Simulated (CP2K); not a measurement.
Runs of CP2K 2026.2 on Nb. It takes space group Fm-3m (No. 225, cubic). The conventional cell has a = 4.230 Å, b = 4.230 Å, c = 4.230 Å, α = 90.00°, β = 90.00°, γ = 90.00°. Nb (site symmetry m-3m) is surrounded by 12 Nb at 2.99 Å. This isn't the form of Nb at room conditions, which is bcc.

```tsv
task	level	potentials or basis	smearing	EPS_DEFAULT	potentials	CUTOFF of the grids	cutoff of the non-local correlation (Ry)	points a segment of the path (NPOINTS)	gap on the mesh (eV)	pressure (GPa)
single point	vdW-DF2	POTENTIAL_UZH Nb GTH-PBE-q13; TZVP-MOLOPT-PBE-GTH basis	fermi-dirac 0.05 eV	1.0E-10	Nb GTH-PBE-q13 of POTENTIAL_UZH	675 Ry	300	-	none	8.8
single point	OLYP	POTENTIAL_UZH Nb GTH-PBE-q13; TZVP-MOLOPT-PBE-GTH basis	fermi-dirac 0.05 eV	1.0E-10	Nb GTH-PBE-q13 of POTENTIAL_UZH	675 Ry	-	-	none	(a)
band structure	M06-L	POTENTIAL_UZH Nb GTH-PBE-q13; TZVP-MOLOPT-PBE-GTH basis	fermi-dirac 0.05 eV	1.0E-10	Nb GTH-PBE-q13 of POTENTIAL_UZH	675 Ry	-	6	none	-1.0
single point	PBE	POTENTIAL_UZH Nb GTH-PBE-q13; TZVP-MOLOPT-PBE-GTH basis	fermi-dirac 0.05 eV	1.0E-10	Nb GTH-PBE-q13 of POTENTIAL_UZH	675 Ry	-	-	none	(b)
band structure	LDA	POTENTIAL_UZH Nb GTH-PBE-q13; TZVP-MOLOPT-PBE-GTH basis	fermi-dirac 0.05 eV	1.0E-10	Nb GTH-PBE-q13 of POTENTIAL_UZH	675 Ry	-	6	none	-9.1
single point	vdW-DF-cx	POTENTIAL_UZH Nb GTH-PBE-q13; TZVP-MOLOPT-PBE-GTH basis	fermi-dirac 0.05 eV	1.0E-10	Nb GTH-PBE-q13 of POTENTIAL_UZH	675 Ry	300	-	none	-5.5
band structure	PBEsol	POTENTIAL_UZH Nb GTH-PBE-q13; TZVP-MOLOPT-PBE-GTH basis	fermi-dirac 0.05 eV	1.0E-10	Nb GTH-PBE-q13 of POTENTIAL_UZH	675 Ry	-	6	none	-6.1
```

Alike in all rows: no spin polarisation; cell as given; k mesh 11 × 11 × 11.

Question: Fill in the values left out.

Answer: (a) -3.9; (b) -0.9.

Caveats: the basis of atomic orbitals isn't converged, which shifts pressures, moduli and gaps; the potentials were made for another functional, which shifts forces and pressure (some runs).

A k mesh can miss the band edges, and the runs leave out spin-orbit coupling on Nb.

A gap of «none» marks a metal or a gap under the smearing width.
